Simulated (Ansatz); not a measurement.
Working through an all-electron equation of state of CaF2, space group Fm-3m

Computed with Ansatz 0.2.0 through its Python package.

Interactive session:
```pycon
>>> import ansatz as az
>>> from ase.eos import EquationOfState
>>> from ase.units import GPa
>>> import numpy as np
>>> VECTORS = np.array([
...     [0.0, 2.731, 2.731],
...     [2.731, 0.0, 2.731],
...     [2.731, 2.731, 0.0],
... ])
>>> SITES = [
...     ("Ca", (0.0, 0.0, 0.0)),
...     ("F", (0.25, 0.25, 0.25)),
...     ("F", (0.75, 0.75, 0.75)),
... ]
>>> def build(cell):
...     crystal = az.Crystal(lattice=az.Lattice.of(cell))
...     for symbol, position in SITES:
...         crystal = crystal.atom(symbol, position)
...     return crystal
...
>>> volumes, energies = [], []
>>> for scale in np.linspace(0.94, 1.06, 7):
...     cell = VECTORS * scale ** (1 / 3)
...     base = (
...         build(cell).calculation()
...         .functional("pbe")
...         .occupations("Fixed")
...         .kpoints(6, 6, 6)
...         .pseudopotentials("all_electron", lapw=True, basis_error=0.001)
...     )
...     rep = base.run().report
...     volumes.append(abs(np.linalg.det(cell)) / len(SITES))
...     energies.append(rep["free_energy_ev"] / len(SITES))
...     print(f"{scale:.3f} {volumes[-1]:9.4f} A^3/atom {energies[-1]:16.5f} eV/atom  (estimated basis error {1000 * rep['lapw_basis_errors']['total_ev_per_atom']:.2f} meV/atom)")
...
0.940   12.7644 A^3/atom      -7986.05968 eV/atom  (estimated basis error 0.41 meV/atom)
0.960   13.0360 A^3/atom      -7986.07186 eV/atom  (estimated basis error 0.41 meV/atom)
0.980   13.3076 A^3/atom      -7986.08038 eV/atom  (estimated basis error 0.39 meV/atom)
1.000   13.5792 A^3/atom      -7986.08560 eV/atom  (estimated basis error 0.39 meV/atom)
1.020   13.8508 A^3/atom      -7986.08787 eV/atom  (estimated basis error 0.39 meV/atom)
1.040   14.1224 A^3/atom      -7986.08747 eV/atom  (estimated basis error 0.39 meV/atom)
1.060   14.3939 A^3/atom      -7986.08469 eV/atom  (estimated basis error 0.39 meV/atom)
>>> v0, e0, bulk = EquationOfState(volumes, energies, eos="birchmurnaghan").fit()
>>> print(f"V0 = {v0:.4f} A^3/atom, B0 = {bulk / GPa:.1f} GPa")
V0 = 13.9432 A^3/atom, B0 = 77.6 GPa
```

A third-order Birch-Murnaghan fit through the 7 points has its minimum at 13.94 Å³ an atom, 2.7 % above the typed cell, with a bulk modulus of 78 GPa and dB/dP = 4.5. From that minimum the energy rises by 28.3 meV an atom on the compressed side and 3.3 meV on the expanded side.

All-electron totals depend on functional, relativistic treatment and basis; only differences at equal settings carry meaning. The structure is a deposited one; some such entries were measured under pressure or heat, so a shift against it needn't be the functional's error alone. Hardware and time: 27 s on 1 thread of Arm Neoverse V2, with other jobs on the host, peak memory 0.33 GiB.
